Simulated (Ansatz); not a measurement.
Crystal: RuS2.

```xyz
6
Lattice="3.5212 0.0000 0.0000 -1.7606 3.0494 0.0000 0.0000 0.0000 11.3608" Properties=species:S:1:pos:R:3 pbc="T T T"
Ru    0.0000    0.0000    0.0000
Ru    0.0000    0.0000    5.6804
S     0.0000    2.0330    1.4315
S     0.0000    2.0330    7.1119
S     1.7606    1.0165    4.2489
S     1.7606    1.0165    9.9293
```

The cell comes from a database or a generator and needn't be the stable form of this composition.

The cell isn't the ideal one: another cell of the same crystal, with 6 atoms.

Base run:

```yaml
Program: Ansatz 0.2.0
Functional: r2SCAN
Potentials_or_basis: Ansatz PAW
Cutoff: "500 eV (not typed: the program's choice for these potentials)"
k_mesh: 6 × 6 × 2
Occupations: gaussian, width 0.05 eV
Spin: collinear spin, antiferromagnetic start
Starting_moments: "[1.0, -1.0, 0.0, 0.0, 0.0, 0.0] μB"
```

Its results: band gap on the k mesh none (metal or under the smearing width); pressure -12.3 GPa; net moment 0.00 μB per cell; site moments Ru +1.34, -1.34; S +0.14, -0.14 μB; largest force 1.373 eV/Å.

Q: The run is repeated on the same cell with these changes: hubbard terms from none to Ru d U = 4 eV; hubbard projectors from none to ortho-atomic (the default). What comes out?

A: Band gap on the k mesh 1.13 eV; pressure -5.5 GPa; net moment 0.00 μB per cell; site moments Ru +1.76, -1.76; S -0.02, +0.02 μB; largest force 1.130 eV/Å.

The U term pushes filled and empty states of the shell apart.

Caveats: the magnetic or orbital state may not be the lowest; the PAW data sets come from PBE, with cores solved anew for the run's functional, which leaves a small shift of forces and pressure; forces of over 1 eV/Å show positions far from the minimum, so gaps and moduli don't describe the material at rest.

A k mesh can miss the band edges.
